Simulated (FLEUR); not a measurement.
## Ni (c factor at fixed volume 0.9 on the database's cell): from one collinear state to anisotropy

Wanted: anisotropy for Ni (c factor at fixed volume 0.9 on the database's cell), with the cost of each step.

Calculated with FLEUR MaX-R8.1; PBE; all-electron FLAPW, Dirac cores, scalar-relativistic bands.

This is not the structure that Ni takes at ambient pressure and room temperature (fcc); it is a model or a phase of other conditions.

## (1) The structure

Symmetry: I4/mmm, No. 139, tetragonal system. The conventional cell has a = 2.627 Å, b = 2.627 Å, c = 3.171 Å, α = 90.00°, β = 90.00°, γ = 90.00°. Nearest to Ni lie 12 Ni at 2.44 to 2.63 Å.

The cell is strained on purpose: c factor at fixed volume 0.9 on the database's cell.

## (2) Reference state

The force theorems are single passes in this state's potential, so it has to be converged first.

No symmetry is used, so that later steps may turn the spins freely; k and −k are joined. inpgen writes inp.xml from crystal.txt; cutoffs, mixing, functional, smearing and local orbitals are then set in the file. The k list scf (kpts.xml, not shown) is a Γ-centred 14×14×14 mesh; where the ranks do not divide the number of points, some are split in two of half the weight.

Contents of inp.xml:

```
<?xml version="1.0" encoding="UTF-8" standalone="no"?>
<fleurInput fleurInputVersion="0.39">
   <comment>
      Ni
   </comment>
   <calculationSetup>
      <cutoffs Kmax="3.64" Gmax="10.9" GmaxXC="10.9" numbands="0"/>
      <scfLoop itmax="110" minDistance="0.00002" maxIterBroyd="15" imix="Anderson" alpha="0.05" precondParam="0.0" spinf="2.0" sdNocoIR="T"/>
      <coreElectrons ctail="F" frcor="F" kcrel="0" coretail_lmax="0"/>
      <xcFunctional name="pbe" relativisticCorrections="F"/>
      <magnetism jspins="2" l_noco="F" l_ss="F">
         <qss>0.0 0.0 0.0</qss>
         <mtNocoParams l_mperp="F" l_mtNocoPot="F" l_relaxSQA="F" mag_mixing_scheme="0" mix_RelaxWeightOffD="1.0" l_constrained="F" mix_constr="1.0"/>
         <sourceFreeMag l_sourceFree="F" l_scaleMag="F" mag_scale="1.0"/>
      </magnetism>
      <soc l_soc="F" theta="0.0" phi="0.0" spav="F"/>
      <expertModes spex="0" secvar="F"/>
      <geometryOptimization l_f="F" forcealpha="1.0" forcemix="BFGS" epsdisp="0.00001" epsforce="0.00001"/>
      <ldaU l_linMix="F" mixParam="0.05" spinf="1.0"/>
   </calculationSetup>
   <cell>
      <bzIntegration valenceElectrons="18.0" mode="hist" fermiSmearingEnergy="0.00183747">
         <kPointListSelection listName="scf"/>
         <xi:include xmlns:xi="http://www.w3.org/2001/XInclude" href="kpts.xml"> </xi:include>
      </bzIntegration>
      <xi:include xmlns:xi="http://www.w3.org/2001/XInclude" href="sym.xml"> </xi:include>
      <bulkLattice scale="1.0">
         <bravaisMatrix>
            <row-1>    0.0000000000000000     3.5096797853509827     2.9966171394123906</row-1>
            <row-2>    3.5096797853509827     0.0000000000000000     2.9966171394123906</row-2>
            <row-3>    3.5096797853509827     3.5096797853509827     0.0000000000000000</row-3>
         </bravaisMatrix>
      </bulkLattice>
   </cell>
   <atomSpecies>
      <species name="Nickel (Ni1.000" element="Ni" atomicNumber="28">
         <mtSphere radius="2.25" gridPoints="745" logIncrement="0.016"/>
         <atomicCutoffs lmax="8" lnonsphr="6"/>
         <electronConfig flipSpins="F">
            <coreConfig>(1s1/2) (2s1/2) (2p1/2) (2p3/2)</coreConfig>
            <valenceConfig>(3s1/2) (3p1/2) (3p3/2) (4s1/2) (3d3/2) (3d5/2)</valenceConfig>
            <stateOccupation state="(3d3/2)" spinUp="1.6" spinDown="1.6"/>
            <stateOccupation state="(3d5/2)" spinUp="2.9" spinDown="1.9"/>
         </electronConfig>
         <energyParameters s="4" p="4" d="3" f="4"/>
         <lo type="SCLO" l="0" n="3" eDeriv="0"/>
         <lo type="SCLO" l="1" n="3" eDeriv="0"/>
      </species>
   </atomSpecies>
   <atomGroups>
      <atomGroup species="Nickel (Ni1.000">
         <relPos label="                   1">.0000000000 .0000000000 .0000000000</relPos>
         <force calculate="T" relaxXYZ="TTT"/>
         <nocoParams  alpha="0.0" beta="0.0"/>
      </atomGroup>
   </atomGroups>
   <output dos="F" band="F" slice="F">
      <bandDOS minEnergy="-.5*Htr" maxEnergy="0.5*Htr" sigma="0.015" storeEVData="T"/>
      <plotting iplot="0" polar="F">
         <plot TwoD="T" vec1="  1.0  0.0  0.0" vec2="  0.0  1.0  0.0" vec3="  0.0  0.0  1.0" zero="  0.0  0.0  0.0" file="plot"/>
      </plotting>
      <moessbauerParams electricFieldGradient="F" isomerShift="F" coreHyperfine="F" valenceHyperfine="F"/>
   </output>
</fleurInput>
```

Contents of crystal.txt:

```
Ni
&input film=F cartesian=F /
0.00000000000  1.85724256000  1.58574150000
1.85724256000  0.00000000000  1.58574150000
1.85724256000  1.85724256000  0.00000000000
1.8897261246
1.0 1.0 1.0

1
28 0.00000000000  0.00000000000  0.00000000000 : 1.000

&kpt div1=14 div2=14 div3=14 gamma=T /
```

The run is started by

```bash
> OMP_NUM_THREADS=1 inpgen -f crystal.txt -nosym -noco > inpgen.log  # inp.xml is then edited as shown
> OMP_NUM_THREADS=1 mpirun -n 4 fleur_MPI > fleur.log
```

What it wrote:

```text
Welcome to FLEUR        (www.flapw.de)
      MaX-Release 8.1          (www.max-centre.eu)

 ========== k-point set info ==========
 Selected k-point list: scf
 k-point list type: mesh
 0 x 0 x 0
 Number of k points: 1376

 ------------Calculation Setup---------------------------
 Number of MPI-tasks      :            4
 Number of PE/node        :            4
 Number of OMP-threads    :            1
 k-points in parallel     :            4
 pe's per k-point         :            1
 No of k-point loops      :          344
 Eigenvalue solver        :       lapack
 Number of basis functions:           74
 Approximate size of matrices (H+S) per k-point:         0.000 GB
 --------------------------------------------------------
 Complex matrix made real
 Complex matrix made real
 Iteration:     1   Distance:       9.86711997 me/bohr^3
 Iteration:     2   Distance:       9.43934211 me/bohr^3
 Iteration:     3   Distance:       5.85740387 me/bohr^3
 Iteration:     4   Distance:       2.28617490 me/bohr^3
 Iteration:     5   Distance:       2.38827549 me/bohr^3
 Iteration:     6   Distance:       0.41527492 me/bohr^3
 Iteration:     7   Distance:       0.97237389 me/bohr^3
 Iteration:     8   Distance:       0.25533681 me/bohr^3
 Iteration:     9   Distance:       0.24385239 me/bohr^3
 Iteration:    10   Distance:       0.04654094 me/bohr^3
 Iteration:    11   Distance:       0.07108635 me/bohr^3
 Iteration:    12   Distance:       0.02011326 me/bohr^3
 Iteration:    13   Distance:       0.01772276 me/bohr^3
 Iteration:    14   Distance:       0.00564599 me/bohr^3
 Iteration:    15   Distance:       0.00159756 me/bohr^3
 Iteration:    16   Distance:       0.00154292 me/bohr^3
 Iteration:    17   Distance:       0.00099575 me/bohr^3
 Iteration:    18   Distance:       0.00017851 me/bohr^3
 Iteration:    19   Distance:       0.00003814 me/bohr^3
 Iteration:    20   Distance:       0.00001460 me/bohr^3

 ********************************************************************
 Run finished successfully
 Stop message:
   all done
 ********************************************************************

--- out.xml (last complete iteration) ---
<iteration numberForCurrentRun="   20" overallNumber="   20">
         <energyParameters units="Htr">
            <atomicEP atomType="1" spin="1" branch="4s" branchLowest="-3.48" branchHighest="1.76" value="0.1799742445"/>
            <atomicEP atomType="1" spin="1" branch="4p" branchLowest="-2.02" branchHighest="2.37" value="0.3220109574"/>
            <atomicEP atomType="1" spin="1" branch="3d" branchLowest="-9.99" branchHighest="0.35" value="0.2447969922"/>
            <atomicEP atomType="1" spin="1" branch="4f" branchLowest="-9.99" branchHighest="3.73" value="0.6430860855"/>
            <loAtomicEP atomType="1" spin="1" branch="3s" branchLowest="-35.47" branchHighest="-3.48" value="-3.4846796467"/>
            <loAtomicEP atomType="1" spin="1" branch="3p" branchLowest="-30.42" branchHighest="-2.02" value="-2.0294051878"/>
            <atomicEP atomType="1" spin="2" branch="4s" branchLowest="-3.45" branchHighest="1.77" value="0.1744492520"/>
            <atomicEP atomType="1" spin="2" branch="4p" branchLowest="-1.99" branchHighest="2.38" value="0.3142755695"/>
            <atomicEP atomType="1" spin="2" branch="3d" branchLowest="-9.99" branchHighest="0.38" value="0.2654708229"/>
            <atomicEP atomType="1" spin="2" branch="4f" branchLowest="-9.99" branchHighest="3.74" value="0.6338808605"/>
            <loAtomicEP atomType="1" spin="2" branch="3s" branchLowest="-35.45" branchHighest="-3.45" value="-3.4557192572"/>
            <loAtomicEP atomType="1" spin="2" branch="3p" branchLowest="-30.41" branchHighest="-1.99" value="-2.0012255098"/>
         </energyParameters>
         <bandgap value="0.0000000000" units="eV"/>
         <sumValenceSingleParticleEnergies value="-16.6386075853" units="Htr"/>
         <FermiEnergy value="0.3212687839" units="Htr"/>
         <valenceDensity>
            <mtCharges spin="1">
               <mtCharge atomType="1" total="8.8205750" s="1.2058535" p="3.1780305" d="4.4205659" f="0.0121899"/>
            </mtCharges>
            <mtCharges spin="2">
               <mtCharge atomType="1" total="8.1956233" s="1.2093751" p="3.1951828" d="3.7745266" f="0.0127295"/>
            </mtCharges>
            <spinDependentCharge spin="1" total="9.2974309" interstitial="0.4768559" mtSpheres="8.8205750"/>
            <spinDependentCharge spin="2" total="8.7025691" interstitial="0.5069458" mtSpheres="8.1956233"/>
            <totalCharge value="18.0000000000"/>
         </valenceDensity>
         <coreStates atomType="     1" atomicNumber=" 28" spin="1" kinEnergy="    677.1799442862" eigValSum="   -427.8770592976" lostElectrons=" 0.000000">
            <state n="1" l="0" j="0.5" energy="-301.1183422662" weight="1.0000000000"/>
            <state n="2" l="0" j="0.5" energy="-35.4681910171" weight="1.0000000000"/>
            <state n="2" l="1" j="0.5" energy="-30.8584431780" weight="1.0000000000"/>
            <state n="2" l="1" j="1.5" energy="-30.2160414181" weight="2.0000000000"/>
         </coreStates>
         <coreStates atomType="     1" atomicNumber=" 28" spin="2" kinEnergy="    677.3223472497" eigValSum="   -427.8299720721" lostElectrons=" 0.000000">
            <state n="1" l="0" j="0.5" energy="-301.1184435297" weight="1.0000000000"/>
            <state n="2" l="0" j="0.5" energy="-35.4536720493" weight="1.0000000000"/>
            <state n="2" l="1" j="0.5" energy="-30.8477933676" weight="1.0000000000"/>
            <state n="2" l="1" j="1.5" energy="-30.2050315627" weight="2.0000000000"/>
         </coreStates>
         <allElectronCharges>
            <spinDependentCharge spin="1" total="14.2974309" interstitial="0.4768559" mtSpheres="13.8205750"/>
            <spinDependentCharge spin="2" total="13.7025691" interstitial="0.5069458" mtSpheres="13.1956233"/>
            <totalCharge value="28.0000000003"/>
         </allElectronCharges>
         <magneticMomentsInMTSpheres units="muBohr">
            <globalMagMoment atomType="1" vec="0.00000   0.00000   0.62495"/>
            <localMagMoment atomType="1" vec="0.00000   0.00000   0.62495"/>
         </magneticMomentsInMTSpheres>
         <moessbauerParams unitsHFF="kG" unitsIS="e/bohr^3" unitsEFG="Htr/bohr^2">
         </moessbauerParams>
         <totalEnergy value="    -1520.8286729727" units="Htr">
            <sumOfEigenvalues value="     -872.3456389550">
               <coreElectrons value="-855.7070313696"/>
               <valenceElectrons value="-16.6386075853"/>
            </sumOfEigenvalues>
            <densityCoulombPotentialIntegral value="-2334.8114675885"/>
            <densityEffectivePotentialIntegral value="-2417.4291228533"/>
            <chargeDenXCDenIntegral value="-63.5969977594"/>
            <FockExchangeEnergyValence value="0.0000000000"/>
            <FockExchangeEnergyCore value="0.0000000000"/>
            <atomTypeDependentContributions atomType="1">
               <electronNucleiInteractionDifferentMTs value="1824.4433460987"/>
               <MadelungTerm value="-10.4660792188"/>
            </atomTypeDependentContributions>
            <tkbTimesEntropy value="0.0005477940"/>
            <freeEnergy value="-1520.8292207668"/>
            <extrapolationTo0K value="-1520.8289468697"/>
         </totalEnergy>
         <densityConvergence units="me/bohr^3">
            <chargeDensity spin="1" distance="0.0000071483"/>
            <chargeDensity spin="2" distance="0.0000119134"/>
            <overallChargeDensity distance="0.0000146007"/>
            <spinDensity distance="0.0000131483"/>
         </densityConvergence>
      </iteration>
```

It took 67 s on 4 MPI ranks of Arm Neoverse V2, shared host; peak memory 0.35 GiB; 4.4 min of CPU time.

Read from the output:

```yaml
free_energy: -41383.8713 eV
program_s_band_gap_on_this_mesh_in_a_metal_only_a_level_spacing: 0 eV
magnetization: 0.5949 μB
final_state: ferromagnetic
largest_moment: 0.6250 μB
```

After 20 cycles the largest moment stands at 0.625 μB.

## (3) Anisotropy by the force theorem, rung 1

Anisotropy is a small difference, so it is taken from sums over occupied states at a frozen potential, where most errors cancel.

One pass with spin–orbit coupling for each direction, from the saved density. Inversion lets half of the mesh serve, which the program's warning doesn't know. The k list mae (kpts.xml, not shown) is a Γ-centred 19×19×19 mesh.

inp.xml, as its differences from that of step 2:

```diff
@@ -6,4 +6,4 @@
    <calculationSetup>
-      <cutoffs Kmax="3.64" Gmax="10.9" GmaxXC="10.9" numbands="0"/>
-      <scfLoop itmax="110" minDistance="0.00002" maxIterBroyd="15" imix="Anderson" alpha="0.05" precondParam="0.0" spinf="2.0" sdNocoIR="T"/>
+      <cutoffs Kmax="3.64" Gmax="10.9" GmaxXC="10.9" numbands="38"/>
+      <scfLoop itmax="1" minDistance="0.00002" maxIterBroyd="15" imix="Anderson" alpha="0.05" precondParam="0.0" spinf="2.0" sdNocoIR="T"/>
       <coreElectrons ctail="F" frcor="F" kcrel="0" coretail_lmax="0"/>
@@ -15,3 +15,3 @@
       </magnetism>
-      <soc l_soc="F" theta="0.0" phi="0.0" spav="F"/>
+      <soc l_soc="T" theta="0.0" phi="0.0" spav="F"/>
       <expertModes spex="0" secvar="F"/>
@@ -22,3 +22,3 @@
       <bzIntegration valenceElectrons="18.0" mode="hist" fermiSmearingEnergy="0.00183747">
-         <kPointListSelection listName="scf"/>
+         <kPointListSelection listName="mae"/>
          <xi:include xmlns:xi="http://www.w3.org/2001/XInclude" href="kpts.xml"> </xi:include>
@@ -63,2 +63,5 @@
    </output>
+   <forceTheorem>
+      <MAE theta="0.0 1.5707963 1.5707963 0.7853982" phi="0.0 -0.7853982 0.0 -0.7853982"/>
+   </forceTheorem>
 </fleurInput>
```

The run is started by

```bash
> OMP_NUM_THREADS=1 mpirun -n 4 fleur_MPI -warn_only > fleur.log
```

What it wrote:

```text
[banner, memory and clock lines left out]
Welcome to FLEUR        (www.flapw.de)
      MaX-Release 8.1          (www.max-centre.eu)
************FLEUR-Warning*****************
Error message: k-point set is not compatible to missing time-reversal symmetry in calculation.
Error occurred in subroutine: gen_bz
Error from PE:0/4
Other PEs with error messages:
     1-k-point set is not compatible to missing time-reversal symmetry in calculation.
************FLEUR-Warning*****************
Error message: k-point set is not compatible to missing time-reversal symmetry in calculation.
Error occurred in subroutine: gen_bz
Error from PE:1/4
Other PEs with error messages:
     2-k-point set is not compatible to missing time-reversal symmetry in calculation.
     3-k-point set is not compatible to missing time-reversal symmetry in calculation.
*****************************************
     2-k-point set is not compatible to missing time-reversal symmetry in calculation.
     3-k-point set is not compatible to missing time-reversal symmetry in calculation.
*****************************************

 ========== k-point set info ==========
 Selected k-point list: mae
 k-point list type: mesh
 0 x 0 x 0
 Number of k points: 3432

 [... set-up left out ...]
 ********************************************************************
 Run finished successfully
 Stop message:
   Forcetheorem MAE
 ********************************************************************

--- out.xml (force theorem) ---
<Forcetheorem_MAE Angles="4" units="Htr">
            <Angle theta="0.0000000" phi="0.0000000" ev-sum="-16.639576092"/>
            <Angle theta="1.5707963" phi="-0.7853982" ev-sum="-16.639569149"/>
            <Angle theta="1.5707963" phi="0.0000000" ev-sum="-16.639569068"/>
            <Angle theta="0.7853982" phi="-0.7853982" ev-sum="-16.639572672"/>
         </Forcetheorem_MAE>
```

Wall time 40 s (4 MPI ranks); peak memory 0.87 GiB; 2.6 min of CPU time.

Anisotropy energies, by row:

| axis | x | y | z | band energy less the first axis' (meV a cell) |
| --- | --- | --- | --- | --- |
| [001] | 0 | 0 | 1 | 0 |
| [100] | 0.7071 | -0.7071 | 0 | 0.1889 |
| [110] | 1 | 0 | 0 | 0.1911 |
| 45 degrees from [001] toward [100] | 0.5 | -0.5 | 0.7071 | 0.09306 |

Indices are those of the standard conventional cell; x, y, z give the same directions in the axes of the input.

## (4) Anisotropy by the force theorem, rung 2

A second rung shows how far the first can be trusted.

The k list mae (kpts.xml, not shown) is a Γ-centred 28×28×28 mesh.

inp.xml is that of step 3.

What it wrote:

```text
[banner, memory and clock lines left out]
Welcome to FLEUR        (www.flapw.de)
      MaX-Release 8.1          (www.max-centre.eu)
************FLEUR-Warning*****************
Error message: k-point set is not compatible to missing time-reversal symmetry in calculation.
Error occurred in subroutine: gen_bz
Error from PE:0/4
*****************************************

 ========== k-point set info ==========
 Selected k-point list: mae
 k-point list type: mesh
 0 x 0 x 0
 Number of k points: 10980

 [... set-up left out ...]
 ********************************************************************
 Run finished successfully
 Stop message:
   Forcetheorem MAE
 ********************************************************************

--- out.xml (force theorem) ---
<Forcetheorem_MAE Angles="4" units="Htr">
            <Angle theta="0.0000000" phi="0.0000000" ev-sum="-16.639573983"/>
            <Angle theta="1.5707963" phi="-0.7853982" ev-sum="-16.639567303"/>
            <Angle theta="1.5707963" phi="0.0000000" ev-sum="-16.639567285"/>
            <Angle theta="0.7853982" phi="-0.7853982" ev-sum="-16.639570711"/>
         </Forcetheorem_MAE>
```

The job ended after 2.1 min (4 MPI ranks; peak memory 2.4 GiB; 8.4 min of CPU time).

Anisotropy energies, by row:

| axis | x | y | z | band energy less the first axis' (meV a cell) |
| --- | --- | --- | --- | --- |
| [001] | 0 | 0 | 1 | 0 |
| [100] | 0.7071 | -0.7071 | 0 | 0.1818 |
| [110] | 1 | 0 | 0 | 0.1823 |
| 45 degrees from [001] toward [100] | 0.5 | -0.5 | 0.7071 | 0.08904 |

[end of part 1 of 2]

[Logs and program files are shortened in this print: banners, set-up blocks, solver, clock and traceback lines can be left out without a mark of their own.]

[Logs are printed without paths, hosts, clocks, repeated set-up lines and the standing remarks that a program may print on its own settings, such as how far it seeks lower states.]

[Hosts, paths, dates, database ids (printed as entryN), source tags and the programs' standing remarks are cut or masked in the printed files.]

[Where a cell is said to come from a database of computed structures, the database is the Materials Project.]
